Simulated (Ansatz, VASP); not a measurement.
KBr in VASP and in Ansatz

INCAR

```
PREC     = Accurate       # precision mode
ENCUT    = 520            # plane-wave cutoff, eV
EDIFF    = 1E-6           # SCF threshold, eV
ISMEAR   = -1             # smearing method
SIGMA    = 0.05           # smearing width, eV
LREAL    = F              # projectors in reciprocal space
LASPH    = T              # aspherical terms in the spheres
NELM     = 100            # most SCF steps
ALGO     = Normal         # electronic algorithm
ISIF     = 2              # what is computed and relaxed
LWAVE    = F              # write WAVECAR
LCHARG   = T              # write CHGCAR
GGA      = PE             # functional
LELF     = T              # ELF
LVHAR    = T            
NBANDS   = 15             # bands
```

File KPOINTS:

```
Automatic mesh
0
Gamma
  7 7 7
```

POSCAR

```
KBr
1.0
    4.0163606051      0.0000000000      0.0000000000
    0.0000000000      4.0163606051      0.0000000000
    0.0000000000      0.0000000000      4.0163606051
Br K
1 1
Direct
    0.5000000000      0.5000000000      0.5000000000
    0.0000000000      0.0000000000      0.0000000000
```

File input.yaml:

```yaml
crystal:
  lattice:
    - [4.0163606051, 0.0, 0.0]
    - [0.0, 4.0163606051, 0.0]
    - [0.0, 0.0, 4.0163606051]
  atoms:
    - { symbol: Br, position: [0.5, 0.5, 0.5] }
    - { symbol: K, position: [0.0, 0.0, 0.0] }
kpoints:
  mp_grid: { grid: [7, 7, 7] }
scf:
  occupations: { method: fermi_dirac, width: 0.05 }
hamiltonian:
  xc: pbe
  pseudopotentials: { kind: all_electron, lapw: { basis_error: 0.0005 } }
output:
  forces: true
  stress: true
  eigenvalues: true
```

Change from the starting cell: volume scaled by 0.98.

Alike in both runs: task single point; functional PBE; k mesh 7 × 7 × 7; occupations fermi-dirac, width 0.05 eV; no spin polarisation.

```csv
,VASP,Ansatz
version,VASP 6.6.1,Ansatz 0.2.0
potentials or method,"VASP PAW PBE potentials, release 64 (Br, K_sv)","all-electron LAPW, scalar-relativistic"
plane-wave cutoff (eV),520,see its input
```

```csv
,VASP,Ansatz,Ansatz less VASP
gap on the k mesh at the Fermi level (eV),3.95,3.95,+0.001
least direct gap on the mesh (eV),4.19,4.19,0.000
pressure (GPa),0.3,0.3,-0.05
```

Ansatz ran all-electron here, so the differences hold the error of VASP's frozen core and of both bases.

Caveats: an odd mesh through Γ misses points on the zone boundary, where band edges often lie.
